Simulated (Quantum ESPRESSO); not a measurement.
Runs of Quantum ESPRESSO 7.5 on Mo. Symmetry: Im-3m, No. 229, cubic system. The conventional cell has a = 3.168 Å, b = 3.168 Å, c = 3.168 Å, α = 90.00°, β = 90.00°, γ = 90.00°. Mo (site symmetry m-3m) has 8 Mo at 2.74 Å as nearest neighbours. 

```csv
task,level,potentials or basis,U,cell,k mesh,cutoff (eV),smearing,mixing beta,q mesh,start of the occupations,hubbard projectors,gap on the mesh (eV),pressure (GPa)
phonon dispersion,PBE,PseudoDojo 0.4.1 SR PBE standard,-,relaxed,10 × 10 × 10,1088,cold 0.2 eV,0.5,2 × 2 × 2,-,-,none,0.0
phonons,PBE,PseudoDojo 0.4.1 SR PBE standard,-,relaxed,8 × 8 × 8,1088,cold 0.2 eV,0.5,-,-,-,none,0.0
phonons and electron-phonon coupling,PBE,GBRV 1.5 PBE,-,relaxed,12 × 12 × 12,612,methfessel-paxton 0.272 eV,0.5,4 × 4 × 4,-,-,none,0.0
Hubbard U by linear response,PBEsol+U,GBRV 1.5 PBEsol,Mo d U = 8.0 eV,as given,10 × 10 × 10,612,cold 0.2 eV,0.3,2 × 2 × 2,default,ortho-atomic,none,(a)
Hubbard U by linear response,PBEsol+U,GBRV 1.5 PBEsol,Mo d U = 4.0 eV,as given,10 × 10 × 10,612,cold 0.2 eV,0.3,2 × 2 × 2,default,ortho-atomic,none,-6.5
phonons and electron-phonon coupling,PBEsol,GBRV 1.5 PBEsol,-,relaxed,8 × 8 × 8,612,methfessel-paxton 0.272 eV,0.5,4 × 4 × 4,-,-,none,0.0
phonons,vdW-DF-cx,PseudoDojo 0.4.1 SR PBE standard,-,relaxed,8 × 8 × 8,1088,cold 0.2 eV,0.5,-,-,-,none,0.0
phonons,RPBE,PseudoDojo 0.4.1 SR PBE standard,-,relaxed,8 × 8 × 8,1088,cold 0.2 eV,0.5,-,-,-,none,0.0
```

Alike in all rows: no spin polarisation.

Q: Fill in the values left out.

A: (a) 8.9.

Caveats: the mesh is thin for the phonons of a metal (some runs); λ from interpolated matrix elements is rough: modes that symmetry makes equal can differ by tens of percent (some runs); the computed U isn't converged in cell size (some runs); U without spin polarisation on a metal has little footing (some runs); the U is typed as a test and isn't derived for this compound (some runs); the potentials were made for another functional, which shifts forces and pressure (some runs); some modes are imaginary (some runs).

A k mesh can miss the band edges, and the runs leave out spin-orbit coupling on Mo.

A gap of «none» marks a metal or a gap under the smearing width.

Not every run made on this cell is shown here.
